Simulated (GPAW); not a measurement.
Al2Au:

```xyz
3
Lattice="0.0000 3.0000 3.0000 3.0000 0.0000 3.0000 3.0000 3.0000 0.0000" Properties=species:S:1:pos:R:3 pbc="T T T"
Au    0.0000    0.0000    0.0000
Al    4.5000    4.5000    4.5000
Al    1.5000    1.5000    1.5000
```

Base run:

* Program: GPAW 26.7.0
* Functional: PBEsol
* Potentials or basis: PAW data sets generated in the run's folder for this functional
* Cutoff: 600 eV
* Basis: pw
* k mesh: 8 × 8 × 8
* Occupations: fermi-dirac, width 0.05 eV
* Spin: no spin polarisation

Its results: pressure 0.5 GPa.

Q: The run is repeated on the same cell with these changes: functional from PBEsol to BLYP. What comes out?

A: Pressure 7.3 GPa.

BLYP binds less tightly than PBEsol, so the same cell stands under more pressure.

Not every run made on this cell is shown here.
